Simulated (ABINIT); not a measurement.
As:

```
As
1.0
     4.56640    0.00000    0.00000
    -2.28320    3.95462    0.00000
     0.00000    0.00000    2.83374
As
2
Cartesian
  0.0000 2.6364 0.0000
  2.2832 1.3182 0.0000
```

The cell was built by a generator and needn't be a form met in nature.

* Program: ABINIT 10.8.3 (patched build)
* Task: relaxation of cell and atoms
* Functional: PBE
* Dispersion: D3(BJ)
* Potentials or basis: JTH PAW PBE v2.0
* Cutoff: 408 eV
* k mesh: 7 × 7 × 9
* Occupations: fermi-dirac, width 0.05 eV
* Spin: no spin polarisation

At the start: pressure -2.4 GPa; volume 25.59 Å³/atom.

Task: How do energy, volume and symmetry change on relaxing?

Result: Over 8 steps the energy falls by 10.3 meV/atom and the volume is 24.51 Å³/atom (-4.2 %); space group P6/mmm (No. 191, to 0.05 Å).

The path:
| step | energy change (eV) | largest force (eV/Å) | pressure (GPa) | volume (Å³) |
| --- | --- | --- | --- | --- |
| 1 | 0.0000 | 0.0002 | -2.41 | 51.17 |
| 2 | -0.0071 | 0.0002 | -2.01 | 50.80 |
| 3 | -0.0200 | 0.0000 | -0.06 | 49.17 |
| 4 | -0.0203 | 0.0000 | -0.19 | 49.25 |
| 5 | -0.0205 | 0.0000 | -0.19 | 49.23 |
| 6 | -0.0206 | 0.0000 | -0.09 | 49.11 |
| 7 | -0.0206 | 0.0001 | -0.02 | 49.04 |
| 8 | -0.0206 | 0.0001 | 0.00 | 49.02 |

Final structure:
```
As
1.0
     4.48486    0.00007    0.00000
    -2.24237    3.88404    0.00000
     0.00000    0.00000    2.81436
As
2
Direct
  0.33333 0.66667 0.00000
  0.66667 0.33333 0.00000
```

Caveat: pairwise dispersion overbinds metals, which lowers pressure and volume.
